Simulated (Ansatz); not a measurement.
## SiC: the gap against volume

SiC, P6_3mc, a = 3.075 Å, c = 5.048 Å. The compound has several low-lying forms, and this is one of them. Ansatz: r2SCAN, PAW, 500 eV, Γ-centred 12×12×6 mesh on 4 atoms, Gaussian smearing 0.02 eV; no spin polarisation. Shape and atoms are relaxed at each volume; x = ln(V/V0) with V0 = 10.336 Å³/atom. The gap is read at the mesh points alone.

| x | gap y (eV) |
| --- | --- |
| -0.1278 | 2.463 |
| -0.0943 | 2.515 |
| -0.0619 | 2.563 |
| -0.0305 | 2.610 |
| 0.0000 | 2.651 |
| 0.0296 | 2.692 |
| 0.0583 | 2.732 |
| 0.0953 | ? |

Problem. Fit a straight line to the other rows, give the volume deformation potential of the gap and its pressure coefficient, and predict the missing gap. B0 = 227.5 GPa.

Solution. Means x = -0.03237, y = 2.6037; Σ(Δx)² = 0.02693, ΣΔxΔy = 0.03877; the slope is their ratio. y = 2.6503 + 1.4398 x. The slope is the deformation potential a = dE_g/d ln V = 1.44 eV, and dE_g/dP = −a/B0 = -6.33 meV/GPa. At x = 0.0953 the fit asked for gives 2.788 eV. The run gave 2.784 eV, so the fit is 0.004 eV too high, within twice the rms miss on the fitted rows (0.002 eV).

Semilocal functionals give gaps under the measured ones; changes of the gap mostly carry over better.